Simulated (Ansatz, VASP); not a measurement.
## One calculation of Re, two programs

File INCAR:

```
SYSTEM = Re
ALGO = Normal
EDIFF = 1E-6
ENCUT = 520
GGA = PE
ISIF = 2
ISMEAR = -1
LASPH = .TRUE.
LCHARG = .TRUE.
LELF = .TRUE.
LREAL = .FALSE.
LVHAR = .TRUE.
LWAVE = .FALSE.
NBANDS = 14
NELM = 100
PREC = Accurate
SIGMA = 0.1
```

Contents of KPOINTS:

```
k-points
0
G
  12 12 12
  0 0 0
```

POSCAR

```
Re
1.0
    0.0000000000      2.7781294758      2.7781294758
    2.7781294758      0.0000000000      2.7781294758
    2.7781294758      2.7781294758      0.0000000000
Re
2
Direct
   -0.1250000000     -0.1250000000     -0.1250000000
    0.1250000000      0.1250000000      0.1250000000
```

Input for Ansatz:

```yaml
crystal:
  lattice:
    - [0.0, 2.7781294758, 2.7781294758]
    - [2.7781294758, 0.0, 2.7781294758]
    - [2.7781294758, 2.7781294758, 0.0]
  atoms:
    - { symbol: Re, position: [-0.125, -0.125, -0.125] }
    - { symbol: Re, position: [0.125, 0.125, 0.125] }
kpoints:
  mp_grid: { grid: [12, 12, 12] }
  band_path:
    path:
      - [0.0, 0.0, 0.0]
      - [0.5, 0.0, 0.5]
      - [0.625, 0.25, 0.625]
      - [0.375, 0.375, 0.75]
      - [0.0, 0.0, 0.0]
      - [0.5, 0.5, 0.5]
      - [0.5, 0.25, 0.75]
      - [0.5, 0.0, 0.5]
    npoints: 8
scf:
  occupations: { method: fermi_dirac, width: 0.1 }
hamiltonian:
  xc: pbe
  pseudopotentials: { kind: all_electron, lapw: { basis_error: 0.001 } }
output:
  forces: true
  stress: true
  eigenvalues: true
  populations: true
  dos: { projected: true, de: 0.2, e_range: [-14, 8] }
```

Change from the starting cell: volume scaled by 0.95, LAPW.

Alike in both runs: task single point; functional PBE; k mesh 12 × 12 × 12; occupations fermi-dirac, width 0.1 eV; no spin polarisation.

|  | VASP | Ansatz |
| --- | --- | --- |
| version | VASP 6.6.1 | Ansatz 0.2.0 |
| potentials or method | VASP PAW PBE potentials, release 64 (Re) | all-electron LAPW, scalar-relativistic |
| plane-wave cutoff (eV) | 520 | see its input |

VASP gave:

| Property | Result |
| --- | --- |
| pressure (GPa) | 8.0 |

**Question.** What did Ansatz give for the same quantities?

**Answer.** Pressure (GPa): 10.2.

Ansatz ran all-electron here, so the differences hold the error of VASP's frozen core and of both bases.

Spin-orbit coupling is left out, which matters for the levels of Re.
